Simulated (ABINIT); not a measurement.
## A GW chain in ABINIT: BN (P6_3mc)

How does a plane-wave GW calculation on BN (P6_3mc) run from the first input to the gap?

Program: ABINIT 10.8.3. Level of theory: LDA and many-body steps on it, plane waves. Results are calculated unless marked as measured.

The database entry behind the starting cell has ideal inner coordinates that were not refined, so it need not match the best structure at ambient conditions.

## Step 1: Starting point

The structure is hexagonal, space group P6_3mc (No. 186). The conventional cell has a = 2.536 Å, b = 2.536 Å, c = 4.199 Å, α = 90.00°, β = 90.00°, γ = 120.00°. Nearest to B lie 4 N at 1.56 to 1.57 Å. N has 4 B at 1.56 to 1.57 Å nearest. Farther neighbours and most contacts between anions are not listed.

As a file:

```cif
data_structure
_symmetry_space_group_name_H-M 'P 1'
_symmetry_Int_Tables_number 1
_cell_length_a 2.5360
_cell_length_b 2.5360
_cell_length_c 4.1990
_cell_angle_alpha 90.000
_cell_angle_beta 90.000
_cell_angle_gamma 120.000
_cell_volume 23.39
loop_
_atom_site_label
_atom_site_type_symbol
_atom_site_fract_x
_atom_site_fract_y
_atom_site_fract_z
_atom_site_occupancy
B1 B 0.66667 0.33333 0.00000 1
B2 B 0.33333 0.66667 0.50000 1
N3 N 0.66667 0.33333 0.37500 1
N4 N 0.33333 0.66667 0.87500 1
```

The cell and positions come from the Crystallography Open Database and are kept as given unless a step says otherwise. This is not the form that BN usually takes at ambient conditions.

## Step 2: Ground state

This step: ABINIT 10.8.3; DFT, LDA, plane waves, norm-conserving pseudopotentials.

The ground-state density comes first.

Contents of run.abi:

```
acell 3*1.0 Angstrom
rprim 
  2.536000000002 -0.000000000000 0.000000000000
  -1.268000000000 2.196240423999 0.000000000000
  0.000000000000 0.000000000000 4.199000000000
ntypat 2
znucl 5 7
natom 4
typat 1 1 2 2
xred 
  0.666666666667 0.333333333333 0.000000000000
  0.333333333333 0.666666666667 0.500000000000
  0.666666666667 0.333333333333 0.375000000000
  0.333333333333 0.666666666667 0.875000000000
pp_dirpath "pseudos"
pseudos "B.upf, N.upf"
ecut 36
ngkpt 9 9 6
nshiftk 1
shiftk 0 0 0
kptopt 1
chksymbreak 0
nband 14
occopt 1
tolvrs 1e-10
nstep 60
prtwf 0
optforces 0
optstress 0
indata_prefix "in"
outdata_prefix "out"
tmpdata_prefix "tmp"
```

On the command line:

```bash
OMP_NUM_THREADS=1 mpirun -n 8 abinit run.abi > log
```

Numbers of over 12 decimals in the logs are rounded to 6 here.

The program printed:

```text
.Version 10.8.3 of ABINIT. v10.8.2 released Aug 2026.

 Symmetries : space group P6_3 m c (#186); Bravais hP (primitive hexag.)
================================================================================
 Values of the parameters that define the memory need of the present run
     intxc =       0    ionmov =       0      iscf =       7    lmnmax =       4
     lnmax =       4     mgfft =      45  mpssoang =       2    mqgrid =    3001
     natom =       4  nloc_mem =       1    nspden =       1   nspinor =       1
    nsppol =       1      nsym =      12    n1xccc =    2501    ntypat =       2
    occopt =       1   xclevel =       1
-    mband =          14        mffmem =           1         mkmem =           6
       mpw =        1665          nfft =       32805          nkpt =          48
================================================================================
  Rough estimation (10% accuracy) of disk space for files :
================================================================================

--------------------------------------------------------------------------------
------------- Echo of variables that govern the present computation ------------
--------------------------------------------------------------------------------
 -outvars: echo values of preprocessed input variables --------
            acell      1.8897261259E+00  1.8897261259E+00  1.8897261259E+00 Bohr

      chksymbreak           0
             ecut      3.60000000E+01 Hartree
-          fftalg         312

              ixc       -1012
              kpt      0.00000000E+00  0.00000000E+00  0.00000000E+00
                       1.11111111E-01  0.00000000E+00  0.00000000E+00
                       2.22222222E-01  0.00000000E+00  0.00000000E+00
                       3.33333333E-01  0.00000000E+00  0.00000000E+00
                       4.44444444E-01  0.00000000E+00  0.00000000E+00
                       1.11111111E-01  1.11111111E-01  0.00000000E+00
                       2.22222222E-01  1.11111111E-01  0.00000000E+00
                       3.33333333E-01  1.11111111E-01  0.00000000E+00
                       4.44444444E-01  1.11111111E-01  0.00000000E+00
   [... 37 further rows ...]
                       3.33333333E-01  2.22222222E-01  5.00000000E-01
                       3.33333333E-01  3.33333333E-01  5.00000000E-01
         kptrlatt        9    0    0      0    9    0      0    0    6
          kptrlen      4.31311091E+01
P           mkmem           6
            natom           4
            nband          14
            ngfft          27      27      45
             nkpt          48
            nstep          60
             nsym          12
           ntypat           2
              occ      2.000000  2.000000  2.000000  2.000000  2.000000  2.000000
                       2.000000  2.000000  0.000000  0.000000  0.000000  0.000000
                       0.000000  0.000000
        optforces           0
        optstress           0
            prtwf           0
            rprim      2.5360000000E+00 -0.0000000000E+00  0.0000000000E+00
[...]
spgroup         186

           tolvrs      1.00000000E-10

             xred      6.6666666667E-01  3.3333333333E-01 -1.9428902931E-16
[...]
znucl        5.00000    7.00000

================================================================================

 chkinp: Checking input parameters for consistency.

================================================================================
== DATASET  1 ==================================================================
-   mpi_nproc: 8, omp_nthreads: 1 (-1 if OMP is not activated)

--- !DatasetInfo
iteration_state: {dtset: 1, }
dimensions: {natom: 4, nkpt: 48, mband: 14, nsppol: 1, nspinor: 1, nspden: 1, mpw: 1665, }
cutoff_energies: {ecut:  36.0, pawecutdg:  -1.0, }
electrons: {nelect:   1.60000000E+01, charge:   0.00000000E+00, occopt:   1.00000000E+00, tsmear:   1.00000000E-02, }

 Real(R)+Recip(G) space primitive vectors, cartesian coordinates (Bohr,Bohr^-1):
 R(1)=  4.7923455  0.0000000  0.0000000  G(1)=  0.2086661  0.1204734  0.0000000
 R(2)= -2.3961727  4.1502929  0.0000000  G(2)=  0.0000000  0.2409468  0.0000000
 R(3)=  0.0000000  0.0000000  7.9349600  G(3)=  0.0000000  0.0000000  0.1260246
 Unit cell volume ucvol=  1.5782348E+02 bohr^3
 Angles (23,13,12)=  9.00000000E+01  9.00000000E+01  1.20000000E+02 degrees

 getcut: wavevector=  0.0000  0.0000  0.0000  ngfft=  27  27  45
         ecut(hartree)=     36.000   => boxcut(ratio)=   2.01065

--- Pseudopotential description ------------------------------------------------
- B Generated using ONCVPSP code by D. R. Hamann
-  5.00000   3.00000  180309                  znucl, zion, pspdat
12 -1012 1 -1 1498                            pspcod,pspxc,lmax,lloc,mmax
     nproj     2     2
  pspatm : epsatm=    3.19369156
         --- l  ekb(1:nproj) -->
[...]
pspatm: atomic psp has been read  and splines computed

- N Generated using ONCVPSP code by D. R. Hamann
-  7.00000   5.00000  180309                  znucl, zion, pspdat
12 -1012 1 -1 1058                            pspcod,pspxc,lmax,lloc,mmax
     nproj     2     2
  pspatm : epsatm=    5.30777321
         --- l  ekb(1:nproj) -->
[...]
pspatm: atomic psp has been read  and splines computed

   2.72046872E+02                                ecore*ucvol(ha*bohr**3)
--------------------------------------------------------------------------------

_setup2: Arith. and geom. avg. npw (full set) are    1627.907    1627.882

================================================================================

--- !BeginCycle
iteration_state: {dtset: 1, }
solver: {iscf: 7, nstep: 60, nline: 4, wfoptalg: 0, }
tolerances: {tolvrs: 1.00E-10, }

     iter   Etot(hartree)      deltaE(h)  residm     vres2
 ETOT  1  -26.753998334877    -2.675E+01 9.227E-02 2.110E+02
 ETOT  2  -26.787050532077    -3.305E-02 3.265E-02 1.387E+02
 ETOT  3  -26.847972627783    -6.092E-02 7.198E-03 1.182E+00
 ETOT  4  -26.848478265199    -5.056E-04 6.283E-03 4.665E-03
 ETOT  5  -26.848479727535    -1.462E-06 2.558E-03 3.618E-05
 ETOT  6  -26.848479737227    -9.692E-09 1.812E-03 7.827E-07
 ETOT  7  -26.848479737475    -2.485E-10 1.859E-03 2.309E-08
 ETOT  8  -26.848479737482    -6.860E-12 1.260E-03 7.618E-11

 At SCF step    8       vres2   =  7.62E-11 < tolvrs=  1.00E-10 =>converged.

--- !ResultsGS
iteration_state: {dtset: 1, }
comment   : Summary of ground state results
lattice_vectors:
- [  4.7923455,  -0.0000000,   0.0000000, ]
- [ -2.3961727,   4.1502929,   0.0000000, ]
- [  0.0000000,   0.0000000,   7.9349600, ]
lattice_lengths: [   4.79235,    4.79235,    7.93496, ]
lattice_angles: [ 90.000,  90.000, 120.000, ] # degrees, (23, 13, 12)
lattice_volume:   1.5782348E+02
convergence: {deltae: -6.860E-12, res2:  7.618E-11, residm:  1.260E-03, diffor:  0.000E+00, }
etotal    :  -2.68484797E+01
entropy   :   0.00000000E+00
fermie    :   3.04594368E-01
cartesian_stress_tensor: null
pressure_GPa: null
xred      :
- [  6.6667E-01,   3.3333E-01,  -1.9429E-16,  B]
- [  3.3333E-01,   6.6667E-01,   5.0000E-01,  B]
- [  6.6667E-01,   3.3333E-01,   3.7500E-01,  N]
- [  3.3333E-01,   6.6667E-01,   8.7500E-01,  N]
cartesian_forces: null
force_length_stats: {min: null, max: null, mean: null, }

 Integrated electronic density in atomic spheres:
 ------------------------------------------------
 Atom  Sphere_radius  Integrated_density
[...]
4        2.00000          5.73865366
================================================================================

 ----iterations are completed or convergence reached----

 Mean square residual over all n,k,spin=   86.981E-07; max=  12.603E-04
 reduced coordinates (array xred) for    4 atoms
       0.666666666667      0.333333333333     -0.000000000000
       0.333333333333      0.666666666667      0.500000000000
       0.666666666667      0.333333333333      0.375000000000
       0.333333333333      0.666666666667      0.875000000000
 rms dE/dt=  0.0000E+00; max dE/dt=  0.0000E+00; dE/dt below (all hartree)
    1       0.000000000000      0.000000000000      0.000000000000
    2       0.000000000000      0.000000000000      0.000000000000
    3       0.000000000000      0.000000000000      0.000000000000
    4       0.000000000000      0.000000000000      0.000000000000

 cartesian coordinates (angstrom) at end:
    1      1.268000     0.732080    -0.000000
    2      6.7e-13     1.464160     2.099500
    3      1.268000     0.732080     1.574625
    4      6.7e-13     1.464160     3.674125
 length scales=  1.889726125908  1.889726125908  1.889726125908 bohr
              =  1.000000000000  1.000000000000  1.000000000000 angstroms
 prteigrs : about to open file out_EIG
 Fermi (or HOMO) energy (hartree) =   0.30459   Average Vxc (hartree)=  -0.48701
 Eigenvalues (hartree) for nkpt=  48  k points:
 kpt#   1, nband= 14, wtk=  0.00206, kpt=  0.0000  0.0000  0.0000 (reduced coord)
  -0.44306   -0.28633   -0.10071    0.22589    0.22589    0.29532    0.30459    0.30459
   0.61226    0.61226    0.61925    0.66537    0.70962    0.74237
 prteigrs : prtvol=0 or 1, do not print more k-points.

--- !EnergyTerms
iteration_state     : {dtset: 1, }
comment             : Components of total free energy in Hartree
kinetic             :  1.89532555063184E+01
hartree             :  3.55931797174719E+00
xc                  : -8.71888264913573E+00
Ewald energy        : -2.63954347709457E+01
psp_core            :  1.72374147277214E+00
local_psp           : -1.36270921860500E+01
non_local_psp       : -2.34338508218858E+00
total_energy        : -2.68484797374823E+01
total_energy_eV     : -7.30584352254025E+02
band_energy         :  1.58761931216404E-01

== END DATASET(S) ==============================================================
================================================================================

 -outvars: echo values of variables after computation  --------
           etotal     -2.6848479737E+01
            nband          14
             nkpt          48
          spgroup         186
 [... the other variables as echoed above ...]

 Calculation completed.
```

Wall time 5.9 s (8 MPI ranks of Arm Neoverse V1, shared host); peak memory 0.48 GiB.

This step gave:

```yaml
total_energy: -730.5844 eV
gap: 5.052 eV
k_of_the_valence_top: 0, 0, 0
k_of_the_conduction_bottom: 0.3333, 0.3333, 0
least_direct_gap: 8.286 eV
```

The gap is indirect, with the least direct gap 3.23 eV higher.

[end of part 1 of 3]

[Paths, hosts, dates, memory and timing lines, banners, echoed tables and standing remarks are left out of the program output.]

[Logs are printed without paths, hosts, clocks, repeated set-up lines and the standing remarks that a program may print on its own settings, such as how far it seeks lower states.]

[Runs of the session that timed out or met a known fault of the program may be left out.]

[Hosts, paths, dates, database ids (printed as entryN), source tags and the programs' standing remarks are cut or masked in the printed files.]

[G0W0 gaps are taken among the corrected bands and points alone; a level outside them can change the order at an edge.]

[Where Ansatz stands beside ABINIT at settings called matched, ABINIT's density can come from a denser mesh and the files from another edition; pairs whose starting gaps differed by over 0.03 eV were left out, so agreement reads better than it is.]
